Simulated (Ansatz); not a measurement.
Input and command of a calculation in Ansatz (plane waves; scalar-relativistic PAW potentials unless the input names others):

```yaml
crystal:
  lattice:
    - [9.0, 0.0, 0.0]
    - [0.0, 9.3, 0.0]
    - [0.0, 0.0, 5.6846196673]
  atoms:
    - { symbol: Te, position: [0.5, 0.5, -0.0174189137], spin: 0.5 }
    - { symbol: Pb, position: [0.5, 0.5, 0.4824189137], spin: 0.5 }
kpoints:
  mp_grid: { grid: [1, 1, 7] }
hamiltonian:
  xc: pbesol
scf:
  occupations: { method: gaussian, width: 0.05 }
  mixing: { preconditioner: local_kerker }
output:
  forces: true
  eigenvalues: true
  stress: true
magnetization:
  spin_polarized: true
```

```bash
ansatz run input.yaml --threads 2 --pin off --max-ram 5120MiB --backend cpu --events-out ev --progress --plain --runs-dir out
```

Abridged log:
```
Pseudopotentials: kind: paw
Pseudopotential: Te, paw, valence charge 16, recommended cutoff 420 eV (normal)
Pseudopotential: Pb, paw, valence charge 14, recommended cutoff 420 eV (normal)
Functional definition: PBEsol
Crystal: 2 atoms, lattice volume = 475.803 Å³
Basis set: ecut = 420 eV, 9331 PW (Γ), exchange–correlation on 128×128×80 points (8 copies of the dense FFT grid, shifted against one another)
Bands: 20, of which v1, the nominal top of the filled ones, is band 15 counted from 1 (14 counted from 0)
Symmetry: 4 space group operations
Space group: Pmm2 (ITA 25), of the structure as read, at distance tolerance 7.8e-5 Å
Magnetic group: BNS 25.57 (UNI 155), of the structure as read, at distance tolerance 7.8e-5 Å
k-points: 4 of 7 (time reversal used)
Initial density: superposition of atomic densities (neutral atoms: chi_scale 0, normalization atom)
Starting moments: Σ|m| = 1 μB on 2 of 2 sites
Initial wavefunctions: pseudopotential atomic-orbital guess
Functional: x = pbesol(κ = 0.804, μ = 0.12345679), c = pbesol(β = 0.046)
spin=Collinear: local-Kerker preconditioning applied to the charge; magnetization (m = ρ↑ − ρ↓) channel mixes plain (no charge-response kernel on spin).
SCF iter   1: F=—  HF=-18655.342944 eV  |F-HF|=—  |Δ(HF+E_count)|=         —  Δρ=1.00e-2 (↑9.78e-3 ↓1.00e-2) dr2=2.71e0  dr2_m=2.74e-1  M=0.000 μB ∫|m|=0.030 μB  β_m=0.30  ethr=3.10e-3  ⟨swp⟩=9.0  Hψ=989  notcnv=0
SCF iter   2: F=—  HF=-18654.920743 eV  |F-HF|=—  |Δ(HF+E_count)|=   4.22e-1  Δρ=6.85e-3 (↑6.85e-3 ↓6.85e-3) dr2=1.24e0  dr2_m=1.35e-1  M=0.000 μB ∫|m|=0.023 μB  β_m=0.30  ethr=3.10e-3  ⟨swp⟩=3.0  Hψ=272  notcnv=0  defer=8
SCF iter   3: F=—  HF=-18654.777060 eV  |F-HF|=—  |Δ(HF+E_count)|=   1.44e-1  Δρ=5.71e-3 (↑5.71e-3 ↓4.37e-3) dr2=6.37e-1  dr2_m=5.97e-2  M=0.359 μB ∫|m|=0.359 μB  β_m=0.30  ethr=3.10e-3  ⟨swp⟩=3.0  Hψ=246  notcnv=0  defer=8
SCF iter   4: F=—  HF=-18654.775762 eV  |F-HF|=—  |Δ(HF+E_count)|=   1.30e-3  Δρ=4.17e-3 (↑3.97e-3 ↓4.17e-3) dr2=6.34e-1  dr2_m=3.62e-2  M=0.015 μB ∫|m|=0.028 μB  β_m=0.30  ethr=2.12e-3  ⟨swp⟩=3.0  Hψ=308  notcnv=0  defer=6
SCF iter   5: F=—  HF=-18654.689268 eV  |F-HF|=—  |Δ(HF+E_count)|=   8.65e-2  Δρ=2.13e-3 (↑1.85e-3 ↓2.13e-3) dr2=6.91e-2  dr2_m=1.40e-2  M=0.382 μB ∫|m|=0.382 μB  β_m=0.30  ethr=2.11e-3  ⟨swp⟩=1.6  Hψ=159  notcnv=0  defer=6
SCF iter   6: F=—  HF=-18654.692686 eV  |F-HF|=—  |Δ(HF+E_count)|=   3.42e-3  Δρ=1.82e-3 (↑1.82e-3 ↓1.60e-3) dr2=2.75e-2  dr2_m=9.96e-3  M=0.562 μB ∫|m|=0.563 μB  β_m=0.30  ethr=2.30e-4  ⟨swp⟩=2.0  Hψ=210  notcnv=0  defer=6
SCF iter   7: F=—  HF=-18654.702187 eV  |F-HF|=—  |Δ(HF+E_count)|=   9.50e-3  Δρ=1.53e-3 (↑1.53e-3 ↓1.11e-3) dr2=2.52e-2  dr2_m=5.85e-3  M=0.571 μB ∫|m|=0.575 μB  β_m=0.30  ethr=9.16e-5  ⟨swp⟩=2.0  Hψ=170  notcnv=0  defer=6
SCF iter   8: F=—  HF=-18654.705583 eV  |F-HF|=—  |Δ(HF+E_count)|=   3.40e-3  Δρ=8.44e-4 (↑8.44e-4 ↓7.87e-4) dr2=3.16e-4  dr2_m=2.87e-3  M=0.571 μB ∫|m|=0.582 μB  β_m=0.30  ethr=8.40e-5  ⟨swp⟩=2.2  Hψ=190  notcnv=0  defer=6
   ...
SCF iter  11: F=—  HF=-18654.713560 eV  |F-HF|=—  |Δ(HF+E_count)|=   2.99e-3  Δρ=1.37e-4 (↑1.37e-4 ↓1.04e-4) dr2=1.06e-4  dr2_m=5.44e-5  M=0.571 μB ∫|m|=0.630 μB  β_m=0.82  ethr=1.05e-6  ⟨swp⟩=3.6  Hψ=374  notcnv=0  defer=6
SCF iter  12: F=—  HF=-18654.713735 eV  |F-HF|=—  |Δ(HF+E_count)|=   1.74e-4  Δρ=9.60e-5 (↑9.60e-5 ↓2.40e-5) dr2=1.23e-4  dr2_m=1.35e-5  M=0.571 μB ∫|m|=0.638 μB  β_m=0.85  ethr=3.55e-7  ⟨swp⟩=2.0  Hψ=252  notcnv=0  defer=6
SCF iter  13: F=—  HF=-18654.713747 eV  |F-HF|=—  |Δ(HF+E_count)|=   1.28e-5  Δρ=9.79e-6 (↑8.12e-6 ↓9.79e-6) dr2=6.85e-6  dr2_m=5.15e-8  M=0.571 μB ∫|m|=0.641 μB  β_m=0.92  ethr=3.55e-7  ⟨swp⟩=2.5  Hψ=236  notcnv=0  defer=6
SCF iter  14: F=—  HF=-18654.713823 eV  |F-HF|=—  |Δ(HF+E_count)|=   7.61e-5  Δρ=7.60e-6 (↑7.60e-6 ↓3.93e-6) dr2=1.59e-6  dr2_m=6.03e-8  M=0.571 μB ∫|m|=0.642 μB  β_m=0.96  ethr=2.28e-8  ⟨swp⟩=2.0  Hψ=243  notcnv=0  defer=6
SCF iter  15: F=—  HF=-18654.713843 eV  |F-HF|=—  |Δ(HF+E_count)|=   1.92e-5  Δρ=3.65e-6 (↑3.65e-6 ↓1.80e-6) dr2=2.56e-7  dr2_m=1.22e-8  M=0.571 μB ∫|m|=0.641 μB  β_m=0.95  ethr=5.29e-9  ⟨swp⟩=3.0  Hψ=263  notcnv=0  defer=6
SCF iter  16: F=—  HF=-18654.713844 eV  |F-HF|=—  |Δ(HF+E_count)|=   1.76e-6  Δρ=7.00e-7 (↑7.00e-7 ↓3.84e-7) dr2=9.77e-9  dr2_m=6.74e-10  M=0.571 μB ∫|m|=0.641 μB  β_m=0.97  ethr=3.33e-10  ⟨swp⟩=12.4  Hψ=870  notcnv=0
SCF iter  17: F=—  HF=-18654.713844 eV  |F-HF|=—  |Δ(HF+E_count)|=   1.46e-8  Δρ=1.29e-7 (↑1.29e-7 ↓1.00e-7) dr2=5.46e-11  dr2_m=4.77e-11  M=0.571 μB ∫|m|=0.641 μB  β_m=0.99  ethr=3.26e-11  ⟨swp⟩=5.6  Hψ=515  notcnv=0
SCF iter  18: F=-18654.713844 eV  HF=-18654.713844 eV  |F-HF|=7.28e-12  |Δ(HF+E_count)|=  2.73e-10  Δρ=4.38e-8 (↑4.38e-8 ↓1.40e-8) dr2=1.58e-11  dr2_m=2.48e-12  M=0.571 μB ∫|m|=0.641 μB  ethr=1.00e-12  ⟨swp⟩=3.4  Hψ=374  notcnv=0
SCF 1 converged in 18 iterations: F = -18654.713844 eV  dr2 = 1.58e-11
SCF converged after 18 iterations
Magnetization: 0.5714 μB (15.2857 up, 14.7143 down)
Absolute magnetization: 0.6474 μB (∫|ρ↑−ρ↓|, with the PAW one-centre terms)
Spin contamination: 0.0067 ħ² per cell (⟨S²⟩ above its minimum at these occupations)
Per-site moments (μB) at R_I (Å): [(0.01809309, 1.17207252), (0.15522614, 1.17207252)]
Free energy (F): -18654.713844 eV
Harris-Foulkes:  -18654.713844 eV  (|F-HF|=7.28e-12)
Internal energy: -18654.704012 eV  (E = F + TS)
E sigma→0 (E₀):  -18654.708928 eV
Entropy (-TS):   -0.009833 eV (-4.916 meV/atom)
Fermi energy:    -2.330299 eV
--- Forces (eV/Å), atoms counted from 1 ---
  atom   1  Te     0.00000000     0.00000000    -0.00419822
  atom   2  Pb     0.00000000     0.00000000     0.00419835
--- Stress (GPa, compression-positive) ---
        0.025151       0.000000       0.000000
        0.000000       0.018149       0.000000
        0.000000       0.000000      -0.176624
  P = ⅓ Tr σ = -0.0444 GPa (-0.444 kbar)
```

Apart from outputs, empty bands and the relaxation, which only the reference makes, the input differs from a reference run on usual settings in kpoints.mp_grid.grid: [1, 1, 11] → [1, 1, 7]; scf.mixing.preconditioner: not typed → "local_kerker"; basis.ecutwfc: 420 → not typed. The reference, at the same geometry, ended its own course with pressure 0.02 GPa (averaged over a cell that holds vacuum), largest force 0.004 eV/Å, no gap on the mesh. This run converged in 18 SCF iterations with an energy at zero smearing 46.34 meV/atom above the reference's, pressure -0.04 GPa (averaged over a cell that holds vacuum), largest force 0.004 eV/Å, no gap on the mesh. Its k mesh is looser than usual, and the result moved.

It took 12 s on 2 threads of Arm Neoverse N1 (shared host), peak memory 0.58 GiB.